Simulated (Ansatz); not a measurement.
## GdN under compression: one row to predict

The cell was reached from a generator's guess, though it ends in a space group that the part of the Crystallography Open Database at hand lists for this formula.

The calculation used DFT PBE, scalar-relativistic, plane waves, PAW in Ansatz 0.2.0. Plane waves to 420 eV, an 18×18×18 mesh through Γ for the 2-atom cell and 0.10 eV Gaussian smearing; collinear spin.

```yaml
crystal:
  lattice:
    - [0.00000, 2.49199, 2.49199]
    - [2.49199, 0.00000, 2.49199]
    - [2.49199, 2.49199, 0.00000]
  atoms:
    - { symbol: Gd, position: [0.00000, 0.00000, 0.00000] }
    - { symbol: N, position: [0.50000, 0.50000, 0.50000] }
```

The cell was set to several volumes, with shape and atoms relaxed at each where symmetry leaves them free. Pressure is positive in compression, and energies count from the lowest row. No row has a gap on its mesh.

```
row  V (Å³/atom)  P (GPa)  ΔE (meV/atom)  largest moment (μB)
  1       13.618    24.32          126.7                 6.81
  2       14.082    16.79           67.4                 6.83
  3       14.547        ?              ?                    ?
  4       15.011     4.76            6.7                 6.86
  5       15.475    -0.01            0.0                 6.86
  6       15.940    -4.09            6.1                 6.87
  7       16.404    -7.59           23.1                 6.88
  8       17.023   -11.49           60.2                 6.89
```

Task: Find B = −V·ΔP/ΔV from rows 4 and 6 and from rows 1 and 2, and from the two its slope B′ and its value B0 at zero pressure.

Result: Rows 4 and 6 give −(15.011 + 15.940)/2 × (-4.09 − (4.76))/(15.940 − 15.011) = 147.4 GPa at a mean pressure of 0.33 GPa. Rows 1 and 2 give −(13.618 + 14.082)/2 × (16.79 − (24.32))/(14.082 − 13.618) = 224.8 GPa at a mean pressure of 20.55 GPa. So B′ = (224.8 − 147.4)/(20.55 − (0.33)) = 3.83 and B0 = 147.4 − 3.83 × (0.33) = 146.1 GPa. A third-order Birch–Murnaghan fit to all the energies gives B0 = 146.7 GPa and B′ = 4.1.

Task: Estimate the pressure and energy of row 3.

Result: From row 5, V0 = 15.475 × (1 + (-0.01)/146.1) = 15.474 Å³/atom. Murnaghan's form P = (B0/B′)·[(V0/V)^B′ − 1] gives (146.1/3.83) × [(15.474/14.547)^3.83 − 1] = 10.18 GPa; the computed pressure is 10.31 GPa, so the estimate is off by -0.13 GPa. The work of compression from row 4, with the mean of the two pressures, gives ΔE = 6.7 + (10.18 + 4.76)/2 × (15.011 − 14.547)/160.2 × 1000 = 28.3 meV/atom (1 eV/Å³ = 160.2 GPa); the computed value is 28.3 meV/atom. Its largest moment is 6.84 μB.

The 4f shell of Gd is treated without a Hubbard U, which places its levels poorly. The magnetic state reached may not be the lowest. All volumes keep the k mesh of the relaxed cell. Symmetry constrained the relaxation, so the result can be a saddle point.
